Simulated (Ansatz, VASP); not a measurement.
# One calculation of C, two programs

```xyz
4
Lattice="2.4449 0.0000 0.0000 -1.2225 2.1174 0.0000 0.0000 0.0000 6.6497" Properties=species:S:1:pos:R:3 pbc="T T T"
C     0.0000    0.0000    1.6624
C     0.0000    0.0000    4.9873
C     0.0000    1.4116    1.6624
C     1.2225    0.7058    4.9873
```

Alike in both runs: functional LDA; k mesh 21 × 21 × 6; occupations gaussian, width 0.1 eV; no spin polarisation.

Ansatz relaxed the structure, and its values are those at the end. VASP's run is a single point on that final structure, the one shown.

|  | VASP | Ansatz |
| --- | --- | --- |
| version | VASP 6.6.1 | Ansatz 0.2.0 |
| potentials or method | VASP PAW LDA potentials, release 64 (C) | scalar-relativistic, plane waves, PAW |
| plane-wave cutoff (eV) | 520 | 420 |
| valence electrons in the cell | 16 | 16 |

|  | VASP | Ansatz | Ansatz less VASP |
| --- | --- | --- | --- |
| gap on the k mesh at the Fermi level (eV) | none | none | - |
| pressure (GPa) | 0.8 | 0.0 | -0.82 |

A gap of «none» marks a metal or a gap that the smearing closes.
